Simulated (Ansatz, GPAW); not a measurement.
Given: the input of a run of Ansatz 0.2.0 on Hf (Hafnium). 

File input.yaml:

```yaml
crystal:
  lattice:
    - [3.1967, 0.0, 0.0]
    - [-1.59835, 2.7684234083, 0.0]
    - [0.0, 0.0, 5.0578]
  atoms:
    - { symbol: Hf, position: [0.6666666667, 0.3333333333, 0.75] }
    - { symbol: Hf, position: [0.3333333333, 0.6666666667, 0.25] }
hamiltonian:
  xc: pbe
  pseudopotentials: { kind: paw }
kpoints:
  mp_grid: { grid: [10, 10, 5] }
scf:
  occupations: { method: gaussian, width: 0.011 }
output:
  forces: true
  stress: true
  eigenvalues: true
```

Potentials or basis: Ansatz PAW.

Command:

```console
$ ansatz run input.yaml --threads 2 --pin off --max-ram 5632MiB --backend cpu --events-out ev --progress --plain --runs-dir out
```

Question: Set up the same calculation for GPAW 26.7.0 (ASE script). Potentials or basis there: GPAW PAW data sets (gpaw-data 1.2.1), cutoff 600 eV.

Answer: As run (cutoffs and basis follow the program's own potentials, and thresholds, step limits or extra output files can differ):

run.py

```python
from ase import Atoms
from ase.dft.bandgap import bandgap
from ase.io import write
from ase.units import Bohr, GPa
from gpaw import GPAW, PW
from gpaw.elf import elf_from_dft_calculation

atoms = Atoms(['Hf', 'Hf'],
              cell=[[3.1967, 0.0, 0.0],
                    [-1.59835, 2.7684234083, 0.0],
                    [0.0, 0.0, 5.0578]],
              scaled_positions=[[0.6666666667, 0.3333333333, 0.75],
                                [0.3333333333, 0.6666666667, 0.25]],
              pbc=True)

calc = GPAW(mode=PW(600),
            xc='PBE',
            kpts={'size': (10, 10, 5), 'gamma': True},
            occupations={'name': 'methfessel-paxton', 'order': 0, 'width': 0.011},
            nbands=24,
            convergence={'density': 1e-05, 'energy': 1e-05},
            maxiter=150,
            txt='gpaw.txt')
atoms.calc = calc
energy = atoms.get_potential_energy()
forces = atoms.get_forces()
stress = atoms.get_stress()
calc.write('gs.gpw')
write('result.traj', atoms)
print(f'Energy: {energy:.6f} eV')
print('Forces (eV/A):')
print(forces.round(4))
print('Stress (GPa):', (stress / GPa).round(3))
print('Fermi level:', round(calc.get_fermi_level(), 4), 'eV')
print(f'Gap: {bandgap(calc)[0]:.4f} eV, direct: {bandgap(calc, direct=True)[0]:.4f} eV')

# fields on the real-space grid
write('density.cube', atoms, data=calc.get_pseudo_density() * Bohr**3)
write('potential.cube', atoms, data=calc.get_electrostatic_potential())
write('elf.cube', atoms, data=elf_from_dft_calculation(calc).data)
```

Potentials or basis: GPAW PAW data sets (gpaw-data 1.2.1), pw.

Run with:

```sh
$ OMP_NUM_THREADS=1 python run.py
```

Both were run:

|  | Ansatz | GPAW |
| --- | --- | --- |
| Pressure | 0.6 GPa | 0.9 GPa |

Ansatz's pressure holds a Pulay term of +0.05 GPa for its cutoff of 420 eV, which the other run lacks.

The potentials hold 52 and 24 valence electrons a cell.

Where Ansatz's input types no cutoff or centring, it takes its own default and a Γ-centred mesh.

Pressure is positive in compression.
